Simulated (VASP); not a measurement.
Input of a VASP 6.6.1 run:

File INCAR:

```
PREC = Accurate
ENCUT = 520
EDIFF = 1E-6
ISMEAR = 0
SIGMA = 0.02
LREAL = F
LASPH = T
NELM = 100
ALGO = Normal
ISIF = 2
LWAVE = F
LCHARG = F
MAGMOM = 0 0 0 0 0 0
LORBIT = 11
LSORBIT = T
GGA_COMPAT = F
GGA = PE
NBANDS = 30
```

File KPOINTS:

```
regular mesh
0
Gamma
  8 8 8
```

The input POSCAR:

```
GaP
1.0
    0.0000000000      2.7529800000      2.7529800000
    2.7529800000      0.0000000000      2.7529800000
    2.7529800000      2.7529800000      0.0000000000
Ga P
1 1
Direct
    0.0000000000      0.0000000000      0.0000000000
    0.2500000000      0.2500000000      0.2500000000
```

Contents of KPOINTS_OPT:

```
path GXWKGLUWLK,UX
10
line-mode
reciprocal
 0.0000000000  0.0000000000  0.0000000000  G
 0.5000000000  0.0000000000  0.5000000000  X

 0.5000000000  0.0000000000  0.5000000000  X
 0.5000000000  0.2500000000  0.7500000000  W

 0.5000000000  0.2500000000  0.7500000000  W
 0.3750000000  0.3750000000  0.7500000000  K

 0.3750000000  0.3750000000  0.7500000000  K
 0.0000000000  0.0000000000  0.0000000000  G

 0.0000000000  0.0000000000  0.0000000000  G
 0.5000000000  0.5000000000  0.5000000000  L

 0.5000000000  0.5000000000  0.5000000000  L
 0.6250000000  0.2500000000  0.6250000000  U

 0.6250000000  0.2500000000  0.6250000000  U
 0.5000000000  0.2500000000  0.7500000000  W

 0.5000000000  0.2500000000  0.7500000000  W
 0.5000000000  0.5000000000  0.5000000000  L

 0.5000000000  0.5000000000  0.5000000000  L
 0.3750000000  0.3750000000  0.7500000000  K

 0.6250000000  0.2500000000  0.6250000000  U
 0.5000000000  0.0000000000  0.5000000000  X
```

Potentials or basis: VASP PAW PBE potentials, release 64 (Ga_d, P).

Command:

```sh
$ cat potpaw_PBE.64/Ga_d/POTCAR potpaw_PBE.64/P/POTCAR > POTCAR
$ mpirun -np 1 vasp_ncl > vasp.out
```

**Question.** What does it give for the pressure?

**Answer.** -0.1 GPa.

**Question.** Estimate the net moment.

**Answer.** 0.00 μB per cell.

Moments on the atoms (μB; x, y, z):
```
Ga  0.00 0.00 0.00
P   0.00 0.00 0.00
```
